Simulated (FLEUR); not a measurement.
CaF2 (Fluorite): equation of state with SCAN

The system is CaF2 (Fluorite).

```
Ca F
1.0
     0.00000    2.73100    2.73100
     2.73100    0.00000    2.73100
     2.73100    2.73100    0.00000
Ca F
1 2
Cartesian
  0.0000 0.0000 0.0000
  4.0965 4.0965 4.0965
  1.3655 1.3655 1.3655
```

```yaml
Program: FLEUR MaX-R8.1 (later development tree)
Task: equation of state
Functional: SCAN
Potentials_or_basis: all-electron
Basis: FLAPW
Kmax: 4.32 1/bohr
k_mesh: 8 × 8 × 8
Occupations: fermi-dirac, width 0.05 eV
Spin: no spin polarisation
```

```json
{
  "Equilibrium volume": "13.31 Å³/atom (rough: see the caveat)",
  "Bulk modulus": "86 GPa (rough)"
}
```

Energy against volume, from the lowest point:
```tsv
volume (Å³/atom)	energy (meV/atom)
12.764	4.84
13.036	0.00
13.579	0.02
14.122	10.87
14.394	20.21
```

Caveat: the fit is doubtful: noisy points or a state that changes with volume; the meta-GGA is that of a development version, with a GGA for the radial functions and cores and without core tails.
